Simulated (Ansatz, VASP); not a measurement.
# ZnS: VASP beside Ansatz

File INCAR:

```
SYSTEM = ZnS
  PREC = Accurate
  ENCUT = 520
  EDIFF = 1E-6
  ISMEAR = -1
  SIGMA = 0.02
  LREAL = .FALSE.
  LASPH = .TRUE.
  NELM = 80
  ALGO = Normal
  ISIF = 2
  LWAVE = .FALSE.
  LCHARG = .TRUE.
  GGA = PE
  LELF = .TRUE.
  LVHAR = .TRUE.
  NBANDS = 16
```

The input KPOINTS:

```
regular mesh
0
G
  8 8 8
  0 0 0
```

The input POSCAR:

```
ZnS
1.0
    0.0000000000      2.7749084084      2.5952488122
    2.7749084084      0.0000000000      2.5952488122
    2.7749084084      2.7749084084      0.0000000000
Zn S
1 1
Direct
    0.0000000000      0.0000000000      0.0000000000
    0.2500000000      0.2500000000      0.2500000000
```

Input for Ansatz:

```yaml
crystal:
  lattice:
    - [0.0, 2.7749084084, 2.5952488122]
    - [2.7749084084, 0.0, 2.5952488122]
    - [2.7749084084, 2.7749084084, 0.0]
  atoms:
    - { symbol: Zn, position: [0.0, 0.0, 0.0] }
    - { symbol: S, position: [0.25, 0.25, 0.25] }
kpoints:
  mp_grid: { grid: [8, 8, 8] }
  band_path:
    path:
      - [0.0, 0.0, 0.0]
      - [-0.5, -0.5, 0.0]
      - [-0.375, -0.375, 0.25]
      - [-0.375, 0.0, 0.375]
      - [0.0, 0.0, 0.5]
      - [-0.5, -0.25, 0.25]
    npoints: 1
hamiltonian:
  xc: pbe
scf:
  occupations: { method: fermi_dirac, width: 0.02 }
  n_extra_bands: 4
output:
  forces: true
  stress: true
  eigenvalues: true
  write_density: true
  write_potential: true
  elf: true
  volumetric_format: npy
```

Change from the starting cell: epitaxial_xy strain +3.0%.

Alike in both runs: task single point; functional PBE; k mesh 8 × 8 × 8; occupations fermi-dirac, width 0.02 eV; no spin polarisation.

|  | VASP | Ansatz |
| --- | --- | --- |
| version | VASP 6.6.1 | Ansatz 0.2.0 |
| potentials or method | VASP PAW PBE potentials, release 64 (Zn, S) | plane waves, PAW |
| plane-wave cutoff (eV) | 520 | 420 |
| valence electrons in the cell | 18 | 18 |

VASP gave:

| Property | Result |
| --- | --- |
| gap on the k mesh at the Fermi level (eV) | 1.91 |
| pressure (GPa) | 0.7 |
| largest component of the traceless stress (GPa) | 1.60 |

Q: What did Ansatz give for the same quantities?

A: gap on the k mesh at the Fermi level (eV): 1.91; pressure (GPa): 0.5; largest component of the traceless stress (GPa): 1.61.

With one functional, cell and mesh, what is left measures potentials, basis and numerics.
